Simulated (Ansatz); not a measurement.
# Sb: the cost of one run

Program: Ansatz 0.2.0. Level of theory: DFT PBE, scalar-relativistic, plane waves, PAW, unless a step names another level. These are calculated values, not measurements.

## Step 1: The structure to begin with

It takes space group Pm-3m (No. 221, cubic). The conventional cell has a = 3.110 Å, b = 3.110 Å, c = 3.110 Å, α = 90.00°, β = 90.00°, γ = 90.00°. Around Sb (site symmetry m-3m) lie 6 Sb at 3.11 Å.

Coordinates:

```xyz
1
Lattice="3.1095 0.0000 0.0000 0.0000 3.1095 0.0000 0.0000 0.0000 3.1095" Properties=species:S:1:pos:R:3 pbc="T T T"
Sb    0.0000    0.0000    0.0000
```

The cell was relaxed beforehand at this level, from a generated guess; it is a trial structure. At a tolerance of 0.05 Å it has space group Pm-3m (No. 221); it has 30.07 Å³/atom, an uncorrected energy of +0.05 eV/atom over the standard state.

## Step 2: Static run: bands, density of states and charges

input.yaml reads:

```yaml
crystal:
  lattice:
    - [3.1095387212, 0.0, 0.0]
    - [0.0, 3.1095387212, 0.0]
    - [0.0, 0.0, 3.1095360941]
  atoms:
    - { symbol: Sb, position: [0.0, 0.0, 0.0] }
basis:
  ecutwfc: 420
kpoints:
  mp_grid: { grid: [18, 18, 18] }
  band_path:
    path:
      - [[0.0, 0.0, 0.0], [0.0, 0.50000014, 0.0], [0.50000014, 0.50000014, 0.0], [0.0, 0.0, 0.0], [0.50000014, 0.50000014, 0.49999972], [0.0, 0.50000014, 0.0]]
      - [[0.50000014, 0.50000014, 0.49999972], [0.50000014, 0.50000014, 0.0]]
    npoints: 14
hamiltonian:
  xc: pbe
scf:
  occupations: { method: gaussian, width: 0.1 }
  n_extra_bands: 6
output:
  forces: true
  stress: true
  eigenvalues: true
  populations: true
  dos: { projected: true, de: 0.02, nscf_kmesh: { grid: [22, 22, 22] } }
  bader: true
  write_density: true
  write_potential: true
  elf: true
  volumetric_format: npy
```

Command:

```console
ansatz run input.yaml --threads 1 --pin off --max-ram 2560MiB --backend cpu --events-out ev --progress --plain --runs-dir out
```

What time and memory should one allow on 1 thread of Arm Neoverse N1, shared host?

About 25 s, with a peak of 0.35 GiB.
